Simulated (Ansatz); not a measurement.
## Fields on a plane of LaAlO3 (cubic perovskite)

```xyz
5
Lattice="3.8124 0.0000 0.0000 0.0000 3.8124 0.0000 0.0000 0.0000 3.8124" Properties=species:S:1:pos:R:3 pbc="T T T"
La     0.0000     0.0000     0.0000
Al     1.9062     1.9062     1.9062
O      0.0000     1.9062     1.9062
O      1.9062     1.9062     0.0000
O      1.9062     0.0000     1.9062
```

The slice is a {210} plane (indices of the conventional cell) through the point (0.500, 0.500, 0.500) (fractional), spanned by u = [100] and v = [021] in vectors of this cell: u (3.81 Å) and v (8.52 Å, at 90° to u). It covers one period; positions are fractions (u, v).

Atoms on it: Al at (0.00, 0.00); O at (0.50, 0.00); O at (0.00, 0.50). Other atoms lie within 1 Å of the plane.

Method: PBE (plane waves to 420 eV, PAW, scalar-relativistic; Ansatz, an electronic-structure program). k mesh 9×9×9. These are valence fields of a PAW run, semicore shells included where kept as valence: close to a nucleus they are smooth pseudo fields. LaAlO3 is run without spin polarisation. LaAlO3 was relaxed with its symmetry unable to fall. This is a high-temperature form of LaAlO3.

```tsv
v \ u	0.00	0.14	0.29	0.43	0.57	0.71	0.86
0.88	0.001	0.001	0.002	0.004	0.004	0.002	0.001
0.75	0.005	0.004	0.009	0.102	0.102	0.009	0.004
0.62	0.004	0.004	0.011	0.044	0.044	0.011	0.004
0.50	0.010	0.003	0.008	0.023	0.023	0.008	0.003
0.38	0.004	0.004	0.011	0.044	0.044	0.011	0.004
0.25	0.005	0.004	0.009	0.102	0.102	0.009	0.004
0.12	0.001	0.001	0.002	0.004	0.004	0.002	0.001
0.00	0.000	0.000	0.001	0.009	0.009	0.001	0.000
```

Values: density of the lowest conduction band (whole band as if filled, smooth part) in e/Å³. 

```
|00001378731000|
|00000269620000|
|00000123210000|
|00000001000000|
|10000000000000|
|11100000000011|
|21100000000011|
|11000000000001|
|00000000000000|
|00000000000000|
|00000000000000|
|00000000000000|
|22100000000012|
|76310000000136|
|79720000000279|
|08820000000288|
|79720000000279|
|76310000000136|
|22100000000012|
|00000000000000|
|00000000000000|
|00000000000000|
|00000000000000|
|11000000000001|
|21100000000011|
|11100000000011|
|10000000000000|
|00000001000000|
|00000123210000|
|00000269620000|
|00001378731000|
|00001330331000|
```
Scale: ten equal steps from 0.000 (start of '0') to 0.266 (end of '9'), in the order '0123456789'. Values: density of the highest valence band (whole band, smooth part) in e/Å³. The map has 14 points along u (one character each, u = 0 at the left) and 32 along v (v = 0 in the bottom row). 

- Density on the Al–O line (1.91 Å) at its midpoint = 0.57 e/Å³
- ELF at that point = 0.8
- ELF maximum in the middle third of the Al–O line = 0.83, 1.2 Å from Al
- Element round which the density of the highest valence band (whole band, smooth part) is largest on this plane = O
- Element round which the density of the lowest conduction band (whole band as if filled, smooth part) is largest on this plane = O
